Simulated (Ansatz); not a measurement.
# PbO2 (Fm-3m) in Ansatz: settings compared

One crystal, PbO2, is run at these levels: PBEsol+D3(BJ), PBEsol+D4, RPBE+D3(BJ); tasks: relaxation of cell and atoms.

All numbers are computed with Ansatz 0.2.0; they aren't measurements. Logs are shortened: lines on timing, memory, paths and dates and some standing lists are left out, and cuts for length are marked.

## Step 1: The structure

The structure is cubic, space group Fm-3m (No. 225). The conventional cell has a = 5.404 Å, b = 5.404 Å, c = 5.404 Å, α = 90.00°, β = 90.00°, γ = 90.00°. Pb (site symmetry m-3m) is surrounded by 8 O at 2.34 Å. O (site symmetry -43m) has 4 Pb at 2.34 Å as nearest neighbours.

The cell comes from a database or a generator and needn't be the stable form of this composition.

## Step 2: Relaxation of cell and atoms, PBEsol+D3(BJ)

input.yaml reads:

```yaml
crystal:
  lattice:
    - [0.0, 2.701992, 2.701992]
    - [2.701992, 0.0, 2.701992]
    - [2.701992, 2.701992, 0.0]
  atoms:
    - { symbol: Pb, position: [0.0, 0.0, 0.0] }
    - { symbol: O, position: [0.75, 0.75, 0.75] }
    - { symbol: O, position: [0.25, 0.25, 0.25] }
hamiltonian:
  xc: pbesol
  pseudopotentials: { kind: paw }
  dispersion: d3bj
kpoints:
  mp_grid: { grid: [9, 9, 9] }
scf:
  occupations: { method: fermi_dirac, width: 0.05 }
output:
  forces: true
  stress: true
  eigenvalues: true
relax:
  f_tol: 0.01
  max_steps: 40
  cell: { stress_tol: 0.05 }
```

Potentials or basis: Ansatz PAW.

Launch:

```console
ansatz run input.yaml --threads 2 --pin off --max-ram 5632MiB --backend cpu --events-out ev --progress --plain --runs-dir out
```

Standard output:

```text
Warning: RAYON_NUM_THREADS=2 ignored (pool sized by the plan → 2); use --threads N
Engine: ansatz 0.2.0, x86_64-unknown-linux-gnu
Pseudopotentials: kind: paw
Pseudopotential: Pb, paw, valence charge 14, recommended cutoff 420 eV (normal), Pb.paw.azcp
Pseudopotential: O, paw, valence charge 6, recommended cutoff 420 eV (normal), O.paw.azcp
Functional definition: PBEsol
  exchange = pbesol_x
  correlation = pbesol_c
Crystal: 3 atoms, lattice volume = 39.453 Å³
Basis set: ecut = 420 eV, 749 PW (Γ), exchange–correlation on 54×54×54 points (8 copies of the dense FFT grid, shifted against one another)
Bands: 17, of which v1, the nominal top of the filled ones, is band 13 counted from 1 (12 counted from 0)
Symmetry: 48 space group operations
Space group: Fm-3m (ITA 225), of the structure as read, at distance tolerance 3.4e-5 Å
k-points: 35 of 729
Non-local potential: Pb, projectors of the file, l = 0: 2, l = 1: 2, l = 2: 2, l = 3: 2
Non-local potential: O, projectors of the file, l = 0: 2, l = 1: 2, l = 2: 1
PAW form: soft (Blöchl's): semilocal exchange-correlation on the pseudo side does not see the compensation charge
PAW frozen core: Pb, regenerated for the run's functional, and the local potential with it (the file was generated under x = pbe(κ = 0.804, μ = 0.2195149727645171), c = pbe(β = 0.06672455060314922))
PAW frozen core: O, regenerated for the run's functional, and the local potential with it (the file was generated under x = pbe(κ = 0.804, μ = 0.2195149727645171), c = pbe(β = 0.06672455060314922))
PAW one-centre angular grid: Pb, 590 points (default); XC on 64 Gauss nodes
PAW one-centre angular grid: O, 110 points (default); XC on 64 Gauss nodes
Initial density: superposition of atomic densities (neutral atoms: chi_scale 0, normalization atom), corrected by the library's trained network
Initial wavefunctions: pseudopotential atomic-orbital guess
Functional: x = pbesol(κ = 0.804, μ = 0.12345679012345678), c = pbesol(β = 0.046)
SCF iter   1: F=—  HF=-12874.515475 eV  |F-HF|=—  |Δ(HF+E_count)|=         —  Δρ=1.59e-2  dr2=7.87e-2  ethr=1.77e-3  ⟨swp⟩=5.9  Hψ=3164  notcnv=0
preconditioner: auto → none  [insulator: Δε(μ)=0.502 eV  Ē_g=16.530 eV  σ=0.050 eV  W_gap=0.72  n_scr=14 (ndim 8)  ℏωp=30.1 eV  f_vac=0.058  D(μ)=0.66/eV (n_scr^D=0)  ε∞_Penn≈4.3]
SCF iter   2: F=—  HF=-12874.498308 eV  |F-HF|=—  |Δ(HF+E_count)|=   1.72e-2  Δρ=8.11e-3  dr2=2.18e-2  ethr=3.03e-4  ⟨swp⟩=2.3  Hψ=1448  notcnv=0
SCF iter   3: F=—  HF=-12874.491832 eV  |F-HF|=—  |Δ(HF+E_count)|=   6.48e-3  Δρ=1.22e-3  dr2=3.87e-4  ethr=8.38e-5  ⟨swp⟩=2.0  Hψ=930  notcnv=0
SCF iter   4: F=—  HF=-12874.491833 eV  |F-HF|=—  |Δ(HF+E_count)|=   1.12e-6  Δρ=5.24e-4  dr2=3.71e-5  ethr=1.49e-6  ⟨swp⟩=2.0  Hψ=1042  notcnv=0
SCF iter   5: F=—  HF=-12874.491860 eV  |F-HF|=—  |Δ(HF+E_count)|=   2.70e-5  Δρ=6.47e-5  dr2=2.50e-6  ethr=1.43e-7  ⟨swp⟩=2.9  Hψ=1035  notcnv=0
SCF iter   6: F=-12874.491859 eV  HF=-12874.491859 eV  |F-HF|=9.15e-8  |Δ(HF+E_count)|=   1.16e-6  Δρ=1.39e-5  dr2=9.56e-8  ethr=3.85e-10  ⟨swp⟩=5.3  Hψ=3413  notcnv=0
SCF 1 converged in 6 iterations: F = -12874.491859 eV  dr2 = 9.56e-8
[... 63 lines left out ...]
SCF iter   5: F=-12874.554003 eV  HF=-12874.554003 eV  |F-HF|=1.09e-11  |Δ(HF+E_count)|=  2.00e-11  Δρ=1.67e-7  dr2=6.45e-12  ethr=1.00e-12  ⟨swp⟩=6.4  Hψ=3587  notcnv=0
SCF 7 converged in 5 iterations: F = -12874.554003 eV  dr2 = 6.45e-12
relax step   7: F+E_penalty+E_count = -12874.55400339 eV  Δ(F+E_penalty+E_count) = +3.195e-4 eV  max|allowed force component| = 8.789e-17 eV/Å  Δτ_max = 0.0000 Å  P = -0.007 GPa  Ω = 37.191 Å³  stress off target by 7.13e-3 GPa  SCF on the basis re-selected at this cell (its energy is not comparable with the rows above)  (5 SCF iters)
basis re-selected at this cell: Δ(F+E_penalty+E_count) = +3.195e-4 eV, ΔP = -0.009 GPa vs the last step (what re-selecting the basis moved, of the pressure what is left beyond the Pulay correction that the steps carried, after the strain that the cell walked since its last selection, with what the two solves' SCF thresholds leave and, on support functions, any second-order correction that the steps lacked; it is no measure of the basis error at this ecutwfc). This SCF's stress stands 7.13e-3 GPa from its target on what of the cell is left free (relax.cell.stress_tol is 5.00e-2 GPa) and its largest allowed force component is 8.79e-17 eV/Å (relax.f_tol is 1.00e-2 eV/Å): within both
SCF converged after 5 iterations
Free energy (F): -12874.554003 eV
Harris-Foulkes:  -12874.554003 eV  (|F-HF|=1.09e-11)
Internal energy: -12874.548224 eV  (E = F + TS)
E sigma→0 (E₀):  -12874.551114 eV
Entropy (-TS):   -0.005780 eV (-1.927 meV/atom)
Fermi energy:    10.501440 eV
--- Per-component energies (eV) ---
  E_band       = 14.172191
  E_kinetic    = 640.980179
  E_local      = -1448.233020  (includes V_loc(G=0)·N_el)
  E_nonlocal   = 454.317095
  E_hartree    = 553.442048
  E_xc         = -360.457106
  E_vxc        = -315.064928  (∫ρ·V_xc dr)
  E_paw        = -10571.699957  (= ΣΔE_a)
  E_vpaw       = -424.716000  (= ΣTr[D̂ρ^β])
  E_aug_tail   = 0.004787  (compensation charges beyond the density's cutoff)
  E_ewald      = -2142.368546
  E_disp       = -0.666396  (pairwise vdW)
  E_core_change = 0.132692  (= ΣΔE_core)
  E_smearing   = -0.005780  (= −TS)
  E_closure    = -0.000000  (closes the sum)
  Σ components = -12874.554003   (vs F -12874.554003, Δ=0.00e0)
--- Forces (eV/Å), atoms counted from 1 ---
  atom   1  Pb    -0.00000000     0.00000000    -0.00000000
  atom   2  O     -0.00000000    -0.00000000    -0.00000000
  atom   3  O      0.00000000     0.00000000     0.00000000
  max |Σ_I F_I| component: 1.85e-17 eV/Å
--- Stress (GPa, compression-positive) ---
       -0.007127      -0.000000      -0.000000
       -0.000000      -0.007127      -0.000000
       -0.000000      -0.000000      -0.007127
  P = ⅓ Tr σ = -0.0071 GPa (-0.071 kbar)
--- Band table (eV; the first three rows and the last of 35) ---
  k-point 0: bands = ["-8.4573", "-5.2106", "-5.2106", "-5.2106", "-5.1930", "-4.8922", "-4.8922", "8.1975", "8.4222", "8.4222", "8.4222", "9.1643", "9.1643", "9.1643", "17.5247", "17.5247", "17.5247"]
  k-point 1: bands = ["-8.3454", "-5.8790", "-5.1918", "-5.1918", "-4.8937", "-4.8937", "-4.5040", "6.9554", "8.2203", "8.2917", "8.2917", "9.1533", "9.1533", "10.4071", "17.2542", "17.8063", "17.8063"]
  k-point 2: bands = ["-8.0580", "-6.4058", "-5.1512", "-5.1512", "-4.8895", "-4.8895", "-3.9377", "5.4989", "7.7781", "7.9901", "7.9901", "9.1085", "9.1085", "11.7982", "17.0843", "18.5579", "18.5579"]
  k-point 34: bands = ["-7.2583", "-7.1950", "-4.9933", "-4.8986", "-4.8699", "-4.0993", "-3.7066", "2.1366", "5.3974", "7.3586", "8.0668", "10.0043", "10.4536", "13.0460", "18.6964", "19.8063", "19.9534"]
--- Relaxed structure (5 steps of the walk, 5 accepted, 2 SCFs on fresh bases) ---
  F+E_penalty+E_count = -12874.55400339 eV   max|allowed force component| = 8.789e-17 eV/Å   (the final SCF, on the basis selected at the relaxed cell)
  cell:  # Å, volume = 37.1905 Å³
    - [-9.649360787296023e-34, 2.649318070887132, 2.649318070887132]
    - [2.649318070887132, -1.703765023499463e-33, 2.649318070887132]
    - [2.649318070887132, 2.649318070887132, -1.7579033513489784e-33]
  atoms:
    - { symbol: Pb, position: [6.4030649771683874e-34, -6.79967344025894e-34, -3.782533337022983e-34] }
    - { symbol: O, position: [0.7499999999999999, 0.7499999999999999, 0.7499999999999999] }
    - { symbol: O, position: [0.25, 0.25, 0.25] }
```

It took 7.2 s on 2 threads of Intel Xeon Platinum 8259CL at 2.50GHz (Skylake/Cascade Lake), shared host; peak memory 0.4 GiB.

Results:

- Free energy: -12874.5540 eV
- Relaxed volume: 12.40 Å³/atom
- Relaxed cell: a = 3.747 Å, b = 3.747 Å, c = 3.747 Å, α = 60.00°, β = 60.00°, γ = 60.00°
- Space group after relaxing (to 0.05 Å): Fm-3m (No. 225)
- Energy gained by relaxing: 20.7 meV/atom
- Ionic steps: 7
- Pressure after relaxing: 0.0 GPa
- Band gap on the k mesh: none (metal or under the smearing width)

Step by step:
```tsv
step	energy change (eV)	largest force (eV/Å)	volume (Å³)
1	0.0000	0.0000	39.45
2	-0.0661	0.0000	36.63
3	-0.0687	0.0000	37.32
4	-0.0690	0.0000	37.27
5	-0.0621	0.0000	37.27
6	-0.0625	0.0000	37.19
7	-0.0621	0.0000	37.19
```

Final structure:
```
Pb O
1.0
     0.00000    2.64932    2.64932
     2.64932    0.00000    2.64932
     2.64932    2.64932    0.00000
Pb O
1 2
Direct
  0.00000 0.00000 0.00000
  0.75000 0.75000 0.75000
  0.25000 0.25000 0.25000
```

Levels at points of the mesh, in eV from the Fermi level:
```csv
k point,band 10,band 11,band 12,band 13,band 14,band 15,band 16,band 17
"(0.00, 0.00, 0.00)",-2.08,-2.08,-1.34,-1.34,-1.34,7.02,7.02,7.02
```

Caveat: the plane-wave basis is chosen anew once the cell has moved, so the energies of steps on either side of that aren't comparable; the pressure holds a Pulay correction of +0.7 GPa for the finite cutoff; pairwise dispersion overbinds metals, which lowers pressure and volume; the PAW data sets come from PBE, with cores solved anew for the run's functional, which leaves a small shift of forces and pressure. The run has no spin-orbit coupling, so splittings on Pb are missing.

## Step 3: Relaxation of cell and atoms, PBEsol+D4

input.yaml, as its differences from that of step 2:

```diff
@@ -12,3 +12,3 @@
   pseudopotentials: { kind: paw }
-  dispersion: d3bj
+  dispersion: d4
 kpoints:
```

Potentials or basis: Ansatz PAW.

Launch:

```console
ansatz run input.yaml --threads 2 --pin off --max-ram 5632MiB --backend cpu --events-out ev --progress --plain --runs-dir out
```

Run time: 8.1 s. Hardware: 2 threads of Intel Xeon Platinum 8259CL at 2.50GHz (Skylake/Cascade Lake), shared host; peak memory 0.39 GiB.

Results (log left out):

| Item | Value |
| --- | --- |
| Free energy | -12874.3873 eV |
| Relaxed volume | 12.47 Å³/atom |
| Relaxed cell | a = 3.754 Å, b = 3.754 Å, c = 3.754 Å, α = 60.00°, β = 60.00°, γ = 60.00° |
| Space group after relaxing (to 0.05 Å) | Fm-3m (No. 225) |
| Energy gained by relaxing | 16.6 meV/atom |
| Ionic steps | 7 |
| Pressure after relaxing | 0.0 GPa |
| Band gap on the k mesh | none (metal or under the smearing width) |

The path:
```tsv
step	energy change (eV)	largest force (eV/Å)	volume (Å³)
1	0.0000	0.0000	39.45
2	-0.0543	0.0000	36.92
3	-0.0560	0.0000	37.53
4	-0.0562	0.0000	37.48
5	-0.0499	0.0000	37.48
6	-0.0503	0.0000	37.41
7	-0.0499	0.0000	37.41
```

Final structure:
```yaml
crystal:
  lattice:
    - [0.00000, 2.65457, 2.65457]
    - [2.65457, 0.00000, 2.65457]
    - [2.65457, 2.65457, 0.00000]
  atoms:
    - { symbol: Pb, position: [0.00000, 0.00000, 0.00000] }
    - { symbol: O, position: [0.75000, 0.75000, 0.75000] }
    - { symbol: O, position: [0.25000, 0.25000, 0.25000] }
```

Levels at points of the mesh, in eV from the Fermi level:
| k point | band 10 | band 11 | band 12 | band 13 | band 14 | band 15 | band 16 | band 17 |
| --- | --- | --- | --- | --- | --- | --- | --- | --- |
| (0.00, 0.00, 0.00) | -2.07 | -2.07 | -1.32 | -1.32 | -1.32 | 7.01 | 7.01 | 7.01 |

Caveat: the plane-wave basis is chosen anew once the cell has moved, so the energies of steps on either side of that aren't comparable; the pressure holds a Pulay correction of +0.7 GPa for the finite cutoff; pairwise dispersion overbinds metals, which lowers pressure and volume; the PAW data sets come from PBE, with cores solved anew for the run's functional, which leaves a small shift of forces and pressure.

## Step 4: Relaxation of cell and atoms, RPBE+D3(BJ)

input.yaml, as its differences from that of step 3:

```diff
@@ -10,5 +10,5 @@
 hamiltonian:
-  xc: pbesol
+  xc: rpbe
   pseudopotentials: { kind: paw }
-  dispersion: d4
+  dispersion: d3bj
 kpoints:
```

Potentials or basis: Ansatz PAW.

Launch:

```console
ansatz run input.yaml --threads 2 --pin off --max-ram 5632MiB --backend cpu --events-out ev --progress --plain --runs-dir out
```

Standard output:

```text
Warning: RAYON_NUM_THREADS=2 ignored (pool sized by the plan → 2); use --threads N
[... 4 set-up lines as earlier in the session ...]
Functional definition: RPBE
  parameter kappa = 0.804
  parameter beta = 0.06672455060314922
  exchange = rpbe_x(kappa = kappa, mu = beta*pi^2/3)
  correlation = pbe_c(beta = beta)
Crystal: 3 atoms, lattice volume = 39.453 Å³
Basis set: ecut = 420 eV, 749 PW (Γ), exchange–correlation on 54×54×54 points (8 copies of the dense FFT grid, shifted against one another)
Bands: 17, of which v1, the nominal top of the filled ones, is band 13 counted from 1 (12 counted from 0)
[... 2 set-up lines as earlier in the session ...]
k-points: 35 of 729
[... 9 set-up lines as earlier in the session ...]
Functional: x = rpbe, c = pbe(β = 0.06672455060314922)
SCF iter   1: F=—  HF=-13060.217242 eV  |F-HF|=—  |Δ(HF+E_count)|=         —  Δρ=3.74e-3  dr2=5.03e-3  ethr=1.77e-3  ⟨swp⟩=6.1  Hψ=3189  notcnv=0
preconditioner: auto → none  [insulator: Δε(μ)=0.607 eV  Ē_g=16.834 eV  σ=0.050 eV  W_gap=0.73  n_scr=14 (ndim 8)  ℏωp=30.1 eV  f_vac=0.058  D(μ)=0.67/eV (n_scr^D=0)  ε∞_Penn≈4.2]
SCF iter   2: F=—  HF=-13060.215059 eV  |F-HF|=—  |Δ(HF+E_count)|=   2.18e-3  Δρ=2.33e-3  dr2=8.66e-4  ethr=1.94e-5  ⟨swp⟩=2.3  Hψ=1393  notcnv=0
SCF iter   3: F=—  HF=-13060.215176 eV  |F-HF|=—  |Δ(HF+E_count)|=   1.17e-4  Δρ=9.15e-4  dr2=2.17e-4  ethr=3.33e-6  ⟨swp⟩=2.2  Hψ=875  notcnv=0
SCF iter   4: F=—  HF=-13060.215280 eV  |F-HF|=—  |Δ(HF+E_count)|=   1.04e-4  Δρ=2.94e-4  dr2=1.37e-5  ethr=8.34e-7  ⟨swp⟩=2.1  Hψ=784  notcnv=0
SCF iter   5: F=—  HF=-13060.215321 eV  |F-HF|=—  |Δ(HF+E_count)|=   4.09e-5  Δρ=7.85e-5  dr2=9.54e-7  ethr=5.29e-8  ⟨swp⟩=2.3  Hψ=914  notcnv=0
SCF iter   6: F=-13060.215322 eV  HF=-13060.215322 eV  |F-HF|=6.53e-8  |Δ(HF+E_count)|=   1.83e-6  Δρ=1.34e-5  dr2=9.69e-8  ethr=3.85e-10  ⟨swp⟩=5.1  Hψ=3193  notcnv=0
[... 74 lines left out ...]
SCF converged after 6 iterations
Free energy (F): -13060.374321 eV
Harris-Foulkes:  -13060.374321 eV  (|F-HF|=8.37e-11)
Internal energy: -13060.370019 eV  (E = F + TS)
E sigma→0 (E₀):  -13060.372170 eV
Entropy (-TS):   -0.004302 eV (-1.434 meV/atom)
Fermi energy:    11.500551 eV
--- Per-component energies (eV) ---
  E_band       = 35.554434
  E_kinetic    = 646.373331
  E_local      = -1414.336710  (includes V_loc(G=0)·N_el)
  E_nonlocal   = 450.903138
  E_hartree    = 547.680679
  E_xc         = -365.650296
  E_vxc        = -317.087441  (∫ρ·V_xc dr)
  E_paw        = -10753.027509  (= ΣΔE_a)
  E_vpaw       = -425.663986  (= ΣTr[D̂ρ^β])
  E_aug_tail   = 0.004760  (compensation charges beyond the density's cutoff)
  E_ewald      = -2168.777508
  E_disp       = -3.576178  (pairwise vdW)
  E_core_change = 0.036273  (= ΣΔE_core)
  E_smearing   = -0.004302  (= −TS)
  E_closure    = 0.000000  (closes the sum)
  Σ components = -13060.374321   (vs F -13060.374321, Δ=0.00e0)
--- Forces (eV/Å), atoms counted from 1 ---
  atom   1  Pb     0.00000000    -0.00000000     0.00000000
  atom   2  O      0.00000000     0.00000000     0.00000000
  atom   3  O     -0.00000000    -0.00000000    -0.00000000
  max |Σ_I F_I| component: 1.39e-17 eV/Å
--- Stress (GPa, compression-positive) ---
       -0.013087      -0.000000      -0.000000
       -0.000000      -0.013087      -0.000000
       -0.000000      -0.000000      -0.013087
  P = ⅓ Tr σ = -0.0131 GPa (-0.131 kbar)
--- Band table (eV; the first three rows and the last of 35) ---
  k-point 0: bands = ["-7.9170", "-4.5321", "-4.4298", "-4.4298", "-4.4298", "-4.0855", "-4.0855", "9.3399", "9.3399", "9.3399", "9.5463", "10.0652", "10.0652", "10.0652", "18.8561", "18.8561", "18.8561"]
  k-point 1: bands = ["-7.8015", "-5.2013", "-4.4092", "-4.4092", "-4.0872", "-4.0872", "-3.7347", "8.0384", "9.1839", "9.2006", "9.2006", "10.0594", "10.0594", "11.5192", "18.6231", "19.1480", "19.1480"]
  k-point 2: bands = ["-7.5043", "-5.7603", "-4.3647", "-4.3647", "-4.0825", "-4.0825", "-3.1245", "6.5152", "8.7165", "8.8804", "8.8804", "10.0240", "10.0240", "12.9838", "18.4937", "19.9294", "19.9294"]
  k-point 34: bands = ["-6.6590", "-6.5977", "-4.1971", "-4.0861", "-4.0623", "-3.2685", "-2.8603", "3.0174", "6.2338", "8.2374", "8.9704", "10.9188", "11.4115", "14.3144", "20.1647", "21.2882", "21.4759"]
--- Relaxed structure (5 steps of the walk, 5 accepted, 2 SCFs on fresh bases) ---
  F+E_penalty+E_count = -13060.37432103 eV   max|allowed force component| = 6.476e-17 eV/Å   (the final SCF, on the basis selected at the relaxed cell)
  cell:  # Å, volume = 35.8484 Å³
    - [-4.012605456097299e-34, 2.617057619385686, 2.6170576193856863]
    - [2.6170576193856863, 3.0890692751349745e-34, 2.6170576193856863]
    - [2.6170576193856863, 2.617057619385686, 9.203515734417658e-34]
  atoms:
    - { symbol: Pb, position: [8.651447480754516e-34, -1.0954065882301302e-33, -4.453646984907633e-34] }
    - { symbol: O, position: [0.75, 0.7499999999999998, 0.7500000000000001] }
    - { symbol: O, position: [0.25, 0.25, 0.25] }
```

Wall time 7.5 s (2 threads of Intel Xeon Platinum 8259CL at 2.50GHz (Skylake/Cascade Lake), shared host); peak memory 0.4 GiB.

Results:

* Free energy: -13060.3743 eV
* Relaxed volume: 11.95 Å³/atom
* Relaxed cell: a = 3.701 Å, b = 3.701 Å, c = 3.701 Å, α = 60.00°, β = 60.00°, γ = 60.00°
* Space group after relaxing (to 0.05 Å): Fm-3m (No. 225)
* Energy gained by relaxing: 53.0 meV/atom
* Ionic steps: 7
* Pressure after relaxing: 0.0 GPa
* Band gap on the k mesh: none (metal or under the smearing width)

The path:
```csv
step,energy change (eV),largest force (eV/Å),volume (Å³)
1,0.0000,0.0000,39.45
2,-0.1591,0.0000,35.12
3,-0.1654,0.0000,36.07
4,-0.1662,0.0000,35.94
5,-0.1588,0.0000,35.94
6,-0.1593,0.0000,35.85
7,-0.1590,0.0000,35.85
```

Final structure:
```xyz
3
Lattice="0.0000 2.6171 2.6171 2.6171 0.0000 2.6171 2.6171 2.6171 0.0000" Properties=species:S:1:pos:R:3 pbc="T T T"
Pb    0.0000    0.0000    0.0000
O     3.9256    3.9256    3.9256
O     1.3085    1.3085    1.3085
```

Caveat: the plane-wave basis is chosen anew once the cell has moved, so the energies of steps on either side of that aren't comparable; the pressure holds a Pulay correction of +0.6 GPa for the finite cutoff; pairwise dispersion overbinds metals, which lowers pressure and volume; the PAW data sets come from PBE, with cores solved anew for the run's functional, which leaves a small shift of forces and pressure.

## Step 5: Summary

```tsv
level	gap on the mesh (eV)	pressure (GPa)	relaxed volume (Å³/atom)
PBEsol+D3(BJ)	none	0.0	12.40
PBEsol+D4	none	0.0	12.47
RPBE+D3(BJ)	none	0.0	11.95
```

Alike in all rows: task relaxation of cell and atoms; potentials or basis Ansatz PAW; no spin polarisation; cell relaxed; k mesh 9 × 9 × 9; cutoff (eV) 420; smearing fermi-dirac 0.05 eV.

Caveats: the plane-wave basis is chosen anew once the cell has moved, so the energies of steps on either side of that aren't comparable; pairwise dispersion overbinds metals, which lowers pressure and volume; the PAW data sets come from PBE, with cores solved anew for the run's functional, which leaves a small shift of forces and pressure.

Absolute energies hang on the potentials; compare differences alone.
